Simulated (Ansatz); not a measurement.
# Gd (Fm-3m) in Ansatz: single point with PBE

Aim: the single point of Gd with PBE.

All numbers are computed with Ansatz 0.2.0; they aren't measurements. Logs are shortened: lines on timing, memory, paths and dates and some standing lists are left out, and cuts for length are marked.

### Step 1. The structure

The structure is cubic, space group Fm-3m (No. 225). The conventional cell has a = 5.172 Å, b = 5.172 Å, c = 5.172 Å, α = 90.00°, β = 90.00°, γ = 90.00°. Around Gd (site symmetry m-3m) lie 12 Gd at 3.66 Å.

This isn't the form of Gd at room conditions, which is hcp.

### Step 2. Single point, PBE, collinear spin, ferromagnetic start

The input, input.yaml:

```yaml
crystal:
  lattice:
    - [0.0, 2.5858190855, 2.5858190855]
    - [2.5858190855, 0.0, 2.5858190855]
    - [2.5858190855, 2.5858190855, 0.0]
  atoms:
    - { symbol: Gd, position: [0.0, 0.0, 0.0], spin: 8.5 }
hamiltonian:
  xc: pbe
  pseudopotentials: { kind: paw }
magnetization:
  spin_polarized: true
kpoints:
  mp_grid: { grid: [9, 9, 9] }
scf:
  occupations: { method: fermi_dirac, width: 0.05 }
output:
  forces: true
  stress: true
  eigenvalues: true
```

Potentials or basis: Ansatz PAW.

Launch:

```console
$ ansatz run input.yaml --threads 2 --pin off --max-ram 5120MiB --backend cpu --events-out ev --progress --plain --runs-dir out
```

Output:

```text
Warning: where an SCF of this run starts from atoms to list the orders of its open shells, Gd (site 0, from 0) starts with 6.64 μB on its 4f shell and 0.64 μB on its 5d shell, in the place of the 8.50 μB that the deck gives it: its open shells can hold no more by Hund's first rule. To start from spheres of the given moment, type scf.initial_density.shell_occupations: []
Warning: RAYON_NUM_THREADS=2 ignored (pool sized by the plan → 2); use --threads N
Engine: ansatz 0.2.0, x86_64-unknown-linux-gnu
Pseudopotentials: kind: paw
Pseudopotential: Gd, paw, valence charge 18, recommended cutoff 420 eV (normal), Gd.paw.azcp
Functional definition: PBE
  parameter kappa = 0.804
  parameter beta = 0.06672455060314922
  exchange = pbe_x(kappa = kappa, mu = beta*pi^2/3)
  correlation = pbe_c(beta = beta)
Crystal: 1 atoms, lattice volume = 34.580 Å³
Basis set: ecut = 420 eV, 645 PW (Γ), exchange–correlation on 50×50×50 points (8 copies of the dense FFT grid, shifted against one another)
Bands: 18, of which v1, the nominal top of the filled ones, is band 9 counted from 1 (8 counted from 0)
Symmetry: 48 space group operations
Space group: Fm-3m (ITA 225), of the structure as read, at distance tolerance 3.3e-5 Å
Magnetic group: BNS 225.116 (UNI 1618), of the structure as read, at distance tolerance 3.3e-5 Å
k-points: 35 of 729
Non-local potential: Gd, projectors of the file, l = 0: 3, l = 1: 2, l = 2: 2, l = 3: 3
PAW form: soft (Blöchl's): semilocal exchange-correlation on the pseudo side does not see the compensation charge
PAW one-centre angular grid: Gd, 590 points (default); XC on 64 Gauss nodes
Initial density: superposition of atomic densities (chi_scale 0.1, normalization cell)
Starting moments: Σ|m| = 8.5 μB on 1 of 1 site
Initial wavefunctions: pseudopotential atomic-orbital guess
Functional: x = pbe(κ = 0.804, μ = 0.2195149727645171), c = pbe(β = 0.06672455060314922)
iter 1 solved again at ethr=8.22e-4 eV; its pass at ethr=3.10e-3 eV (dr2=1.48e-1 eV) is discarded
SCF iter   1: F=—  HF=-9331.961911 eV  |F-HF|=—  |Δ(HF+E_count)|=         —  Δρ=2.67e-2 (↑8.92e-3 ↓2.67e-2)  dr2=1.46e-1  dr2_m=9.26e-2  M=7.314 μB ∫|m|=7.314 μB  β_m=0.30  ethr=8.22e-4  ⟨swp⟩=1.0  Hψ=7291  notcnv=0
Mixer restart at iter 1: flushing history
preconditioner: auto → Kerker (q_TF=auto, 2.447 Å⁻¹)  [metal: Δε(μ)=0.004 eV  Ē_g=13.024 eV  σ=0.050 eV  W_gap=0.02  n_scr=14 (ndim 8)  ℏωp=25.3 eV  f_vac=0.000  D(μ)=4.66/eV (n_scr^D=64)]
spin=Collinear: Kerker preconditioning applied to the charge; magnetization (m = ρ↑ − ρ↓) channel mixes plain (no charge-response kernel on spin).
SCF iter   2: F=—  HF=-9332.020630 eV  |F-HF|=—  |Δ(HF+E_count)|=   5.87e-2  Δρ=2.27e-2 (↑7.33e-3 ↓2.27e-2)  dr2=1.16e-1  dr2_m=6.50e-2  M=7.340 μB ∫|m|=7.340 μB  β_m=0.40  ethr=8.09e-4  ⟨swp⟩=1.7  Hψ=1451  notcnv=0
SCF iter   3: F=—  HF=-9332.145280 eV  |F-HF|=—  |Δ(HF+E_count)|=   1.25e-1  Δρ=9.70e-3 (↑2.96e-3 ↓9.70e-3)  dr2=2.93e-2  dr2_m=1.07e-2  M=7.445 μB ∫|m|=7.445 μB  β_m=0.78  ethr=6.43e-4  ⟨swp⟩=3.2  Hψ=2962  notcnv=0  defer=10
SCF iter   4: F=—  HF=-9332.175014 eV  |F-HF|=—  |Δ(HF+E_count)|=   2.97e-2  Δρ=1.02e-3 (↑8.70e-4 ↓1.02e-3)  dr2=4.72e-4  dr2_m=1.29e-4  M=7.549 μB ∫|m|=7.549 μB  β_m=0.84  ethr=1.63e-4  ⟨swp⟩=3.0  Hψ=3145  notcnv=0  defer=11
SCF iter   5: F=—  HF=-9332.175465 eV  |F-HF|=—  |Δ(HF+E_count)|=   4.51e-4  Δρ=4.41e-4 (↑4.41e-4 ↓2.94e-4)  dr2=1.16e-4  dr2_m=2.31e-5  M=7.569 μB ∫|m|=7.569 μB  β_m=0.70  ethr=2.62e-6  ⟨swp⟩=2.4  Hψ=2318  notcnv=0  defer=9
SCF iter   6: F=—  HF=-9332.175342 eV  |F-HF|=—  |Δ(HF+E_count)|=   1.23e-4  Δρ=2.33e-4 (↑2.33e-4 ↓2.03e-4)  dr2=2.05e-5  dr2_m=6.89e-6  M=7.571 μB ∫|m|=7.571 μB  β_m=0.83  ethr=6.44e-7  ⟨swp⟩=2.0  Hψ=2179  notcnv=0  defer=9
SCF iter   7: F=—  HF=-9332.175389 eV  |F-HF|=—  |Δ(HF+E_count)|=   4.73e-5  Δρ=9.29e-5 (↑9.29e-5 ↓8.28e-5)  dr2=6.20e-7  dr2_m=2.29e-6  M=7.578 μB ∫|m|=7.578 μB  β_m=0.92  ethr=1.14e-7  ⟨swp⟩=2.0  Hψ=1895  notcnv=0  defer=9
SCF iter   8: F=—  HF=-9332.175405 eV  |F-HF|=—  |Δ(HF+E_count)|=   1.61e-5  Δρ=4.69e-5 (↑4.15e-5 ↓4.69e-5)  dr2=7.83e-8  dr2_m=6.09e-7  M=7.582 μB ∫|m|=7.582 μB  β_m=0.96  ethr=3.44e-9  ⟨swp⟩=3.0  Hψ=2187  notcnv=0  defer=9
SCF iter   9: F=—  HF=-9332.175412 eV  |F-HF|=—  |Δ(HF+E_count)|=   6.41e-6  Δρ=2.22e-5 (↑1.46e-5 ↓2.22e-5)  dr2=1.11e-7  dr2_m=9.49e-8  M=7.586 μB ∫|m|=7.586 μB  β_m=0.98  ethr=4.35e-10  ⟨swp⟩=4.0  Hψ=2441  notcnv=0  defer=9
SCF iter  10: F=-9332.175413 eV  HF=-9332.175413 eV  |F-HF|=2.29e-9  |Δ(HF+E_count)|=   1.38e-6  Δρ=7.32e-6 (↑2.00e-6 ↓7.32e-6)  dr2=2.48e-8  dr2_m=3.93e-9  M=7.588 μB ∫|m|=7.588 μB  ethr=4.35e-10  ⟨swp⟩=4.4  Hψ=5932  notcnv=0
SCF 1 converged in 10 iterations: F = -9332.175413 eV  dr2 = 2.48e-8
SCF converged after 10 iterations
Magnetization: 7.5881 μB (12.7940 up, 5.2060 down)
Absolute magnetization: 7.5881 μB (∫|ρ↑−ρ↓|, with the PAW one-centre terms)
Spin contamination: 0.0075 ħ² per cell (⟨S²⟩ above its minimum at these occupations)
Per-site moments (μB) at R_I (Å): [(7.328601784881505, 1.5084714234798837)]
Free energy (F): -9332.175413 eV
Harris-Foulkes:  -9332.175413 eV  (|F-HF|=2.29e-9)
Internal energy: -9332.153761 eV  (E = F + TS)
E sigma→0 (E₀):  -9332.164587 eV
Entropy (-TS):   -0.021652 eV (-21.652 meV/atom)
Fermi energy:    11.698065 eV
--- Per-component energies (eV) ---
  E_band       = -42.997450
  E_kinetic    = 401.050729
  E_local      = -2168.606321  (includes V_loc(G=0)·N_el)
  E_nonlocal   = 290.652256
  E_hartree    = 894.994430
  E_xc         = -232.196854
  E_vxc        = -251.534796  (∫ρ·V_xc dr)
  E_paw        = -6449.979321  (= ΣΔE_a)
  E_vpaw       = -104.555273  (= ΣTr[D̂ρ^β])
  E_aug_tail   = 0.000000  (compensation charges beyond the density's cutoff)
  E_ewald      = -2068.068680
  E_smearing   = -0.021652  (= −TS)
  E_closure    = 0.000000  (closes the sum)
  Σ components = -9332.175413   (vs F -9332.175413, Δ=0.00e0)
--- Forces (eV/Å), atoms counted from 1 ---
  atom   1  Gd     0.00000000     0.00000000     0.00000000
  max |Σ_I F_I| component: 1.23e-31 eV/Å
--- Stress (GPa, compression-positive) ---
       -1.298040       0.000000       0.000000
       -0.000000      -1.298040       0.000000
       -0.000000       0.000000      -1.298040
  P = ⅓ Tr σ = -1.2980 GPa (-12.980 kbar)
--- Band table (eV; the first three rows and the last of 70) ---
  k-point 0 ↑: bands = ["-33.6202", "-10.7352", "-10.7352", "-10.7352", "6.6595", "6.8450", "6.9130", "6.9130", "6.9130", "7.0018", "7.0018", "7.0018", "12.9538", "12.9538", "12.9538", "15.1125", "15.1125", "20.4381"]
  k-point 1 ↑: bands = ["-33.6142", "-10.8100", "-10.7448", "-10.7448", "6.8535", "6.9079", "6.9200", "6.9200", "6.9746", "6.9883", "6.9883", "7.0023", "12.6573", "13.1032", "13.1032", "14.9733", "14.9733", "21.0838"]
  k-point 2 ↑: bands = ["-33.5991", "-10.9942", "-10.7690", "-10.7690", "6.8709", "6.9092", "6.9336", "6.9336", "6.9618", "6.9618", "7.0034", "7.7963", "12.1168", "13.2688", "13.2688", "14.9942", "14.9942", "20.8525"]
  k-point 34 ↓: bands = ["-30.3770", "-8.8448", "-8.7512", "-8.5706", "11.2882", "11.9711", "11.9726", "12.0777", "12.1497", "12.1543", "12.2435", "12.3213", "12.6536", "12.9724", "15.3014", "18.1905", "19.3942", "20.9244"]
```

It took 1.3 s on 2 threads of Intel Xeon 6975P-C (Granite Rapids), shared host; peak memory 0.41 GiB.

What came out:

| Quantity | Value |
| --- | --- |
| Free energy | -9332.1754 eV |
| Pressure | -1.3 GPa |
| Band gap on the k mesh | none (metal or under the smearing width) |
| Net moment | 7.59 μB per cell |
| Absolute moment | 7.59 μB per cell |
| Site moments | Gd +7.33 μB |

Caveat: spin-orbit coupling is left out, which moves the levels of the heavy elements. The state reached can hang on the start; a lower one may exist.
